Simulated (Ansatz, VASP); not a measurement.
## BiTe in VASP and in Ansatz

```
CELL_PARAMETERS angstrom
0.00000 3.60761 3.60761
3.60761 0.00000 3.60761
3.60761 3.60761 0.00000
ATOMIC_POSITIONS crystal
Bi 0.00000 0.00000 0.00000
Te 0.25000 0.25000 0.25000
```

Alike in both runs: task single point; functional PBEsol; k mesh 8 × 8 × 8; occupations gaussian, width 0.05 eV; no spin polarisation.

```csv
,VASP,Ansatz
version,VASP 6.6.1,Ansatz 0.2.0
potentials or method,"VASP PAW PBE potentials, release 64 (Bi_d, Te)","scalar-relativistic, plane waves, PAW"
plane-wave cutoff (eV),520,420
valence electrons in the cell,21,31
```

Ansatz gave:

- pressure (GPa): -1.1

Question: Estimate VASP's values.

Answer: Pressure (GPa): -1.2.

The two sets of potentials don't hold the same shells in valence.

Caveats: the PAW data sets were made with another functional, which shifts forces and pressure a little (VASP).
